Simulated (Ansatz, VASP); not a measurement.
## CdS (Hawleyite): VASP beside Ansatz

Contents of INCAR:

```
  PREC = Accurate
  ENCUT = 600
  EDIFF = 1E-6
  ISMEAR = 0
  SIGMA = 0.01
  LREAL = F
  LASPH = T
  NELM = 60
  ALGO = Normal
  ISIF = 3
  LWAVE = F
  LCHARG = F
  GGA = PS
  IBRION = 2
  NSW = 80
  EDIFFG = -0.001
```

File KPOINTS:

```
regular mesh
0
Gamma
  8 8 8
```

File POSCAR:

```
CdS
1.0
    0.0000000000      2.9122812232      2.9122812232
    2.9122812232      0.0000000000      2.9122812232
    2.9122812232      2.9122812232      0.0000000000
Cd S
1 1
Direct
    0.0000000000      0.0000000000      0.0000000000
    0.2500000000      0.2500000000      0.2500000000
```

Input for Ansatz:

```yaml
crystal:
  lattice:
    - [0.0, 2.9122812207, 2.9122812207]
    - [2.9122812207, 0.0, 2.9122812207]
    - [2.9122812207, 2.9122812207, 0.0]
  atoms:
    - { symbol: Cd, position: [0.0, 0.0, 0.0] }
    - { symbol: S, position: [0.25, 0.25, 0.25] }
basis:
  ecutwfc: 420
kpoints:
  mp_grid: { grid: [8, 8, 8] }
hamiltonian:
  xc: pbesol
scf:
  occupations: { method: fixed }
output:
  forces: true
  stress: true
  eigenvalues: true
relax:
  adjacent_minimum: "off"
  f_tol: 0.001
  max_steps: 60
  cell: { stress_tol: 0.01 }
```

Alike in both runs: task relaxation of cell and atoms; functional PBEsol; k mesh 8 × 8 × 8; no spin polarisation.

```csv
,VASP,Ansatz
version,VASP 6.6.1,Ansatz 0.2.0
potentials or method,"VASP PAW PBE potentials, release 64 (Cd, S)","scalar-relativistic, plane waves, PAW"
plane-wave cutoff (eV),600,420
occupations,"gaussian, width 0.01 eV",fixed
valence electrons in the cell,18,26
```

```csv
,VASP,Ansatz,Ansatz less VASP
"gap on the k mesh at the Fermi level, each at its own relaxed structure (eV)",1.00,1.01,+0.007
relaxed volume (Å³/atom),24.85,24.70,-0.149
relaxed cell length with the largest relative difference (Å),4.127,4.119,-0.0083
```

The two sets of potentials don't hold the same shells in valence.

Caveats: the PAW data sets were made with another functional, which shifts forces and pressure a little (VASP). Zero-point motion and thermal expansion aren't in these numbers.
